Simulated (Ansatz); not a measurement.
TePt: relaxation of cell and atoms with BLYP

TePt:

```
Pt Te
1.0
     1.98157    1.14406    6.66103
    -1.98157    1.14406    6.66103
     0.00000   -2.28812    6.66103
Pt Te
2 2
Cartesian
  0.0000 0.0000 2.5911
  0.0000 0.0000 17.3920
  0.0000 0.0000 8.0332
  0.0000 0.0000 11.9499
```

```json
{
 "Program": "Ansatz 0.2.0",
 "Task": "relaxation of cell and atoms",
 "Functional": "BLYP",
 "Potentials or basis": "Ansatz PAW",
 "Cutoff": "420 eV (not typed: the program's choice for these potentials)",
 "k mesh": "8 × 8 × 8",
 "Occupations": "fermi-dirac, width 0.05 eV",
 "Spin": "no spin polarisation"
}
```

The relaxed volume is 27.12 Å³/atom, the relaxed cell is a = 7.908 Å, b = 7.908 Å, c = 7.908 Å, α = 29.85°, β = 29.85°, γ = 29.85° and the space group after relaxing (to 0.05 Å) is R-3m (No. 166). The energy gained by relaxing is 104.9 meV/atom, the ionic steps are 11 and the pressure after relaxing is 0.0 GPa. The largest force after relaxing is 0.003 eV/Å.

Forces on the atoms (eV/Å):
```
Pt   0.000  0.000  0.001
Pt   0.000  0.000 -0.001
Te   0.000  0.000  0.003
Te   0.000  0.000 -0.003
```

Step by step:
| step | energy change (eV) | largest force (eV/Å) | volume (Å³) |
| --- | --- | --- | --- |
| 1 | 0.0000 | 0.8247 | 90.60 |
| 2 | -0.2690 | 0.7515 | 103.72 |
| 3 | -0.3663 | 0.2573 | 106.81 |
| 4 | -0.4096 | 0.0370 | 105.99 |
| 5 | -0.4100 | 0.0072 | 106.31 |
| 6 | -0.4100 | 0.0007 | 106.51 |
| 7 | -0.4176 | 0.0019 | 106.51 |
| 8 | -0.4188 | 0.0023 | 107.42 |
| 9 | -0.4191 | 0.0020 | 108.25 |
| 10 | -0.4191 | 0.0032 | 108.46 |
| 11 | -0.4195 | 0.0032 | 108.46 |

Final structure:
```
Pt Te
1.0
     2.03644    1.17574    7.55010
    -2.03644    1.17574    7.55010
     0.00000   -2.35147    7.55010
Pt Te
2 2
Direct
  0.13220 0.13220 0.13220
  0.86780 0.86780 0.86780
  0.40966 0.40966 0.40966
  0.59034 0.59034 0.59034
```

Run time: 48 s on 2 threads of Intel(R) Xeon(R) Platinum 8488C (Sapphire Rapids), on a shared host, peak memory 0.6 GiB.

Caveat: the volume moved by over 15 % at a fixed basis, so the end points are rough; the plane-wave basis is chosen anew once the cell has moved, so the energies of steps on either side of that aren't comparable; the volume moved by +20 % from the deposited cell, more than functionals usually miss; the PAW data sets come from PBE, with cores solved anew for the run's functional, which leaves a small shift of forces and pressure. BLYP gives volumes clearly too large for solids.
